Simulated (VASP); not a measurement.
Here is a VASP 6.6.1 calculation.

The input INCAR:

```
SYSTEM = Bi
ALGO = Normal
EDIFF = 1E-6
ENCUT = 520
GGA = PE
ISIF = 2
ISMEAR = 0
LASPH = .True.
LCHARG = .True.
LELF = .True.
LREAL = .False.
LVHAR = .True.
LWAVE = .False.
NBANDS = 14
NELM = 100
PREC = Accurate
SIGMA = 0.05
```

The input KPOINTS:

```
k-points
0
Gamma
  14 14 14
  0 0 0
```

POSCAR

```
Bi
1.0
   -2.0681922341      2.0681922341      2.0681922341
    2.0681922341     -2.0681922341      2.0681922341
    2.0681922341      2.0681922341     -2.0681922341
Bi
1
Direct
    0.0000000000      0.0000000000      0.0000000000
```

Potentials or basis: VASP PAW PBE potentials, release 64 (Bi_d).

Command:

```sh
$ cat potpaw_PBE.64/Bi_d/POTCAR > POTCAR
$ mpirun -np 1 vasp_std > vasp.out
```

Predict the band gap on the k mesh.

none (metal or under the smearing width).

Predict the pressure.

-4.6 GPa.

Caveat: spin-orbit coupling is left out, which moves the levels of the heavy elements.
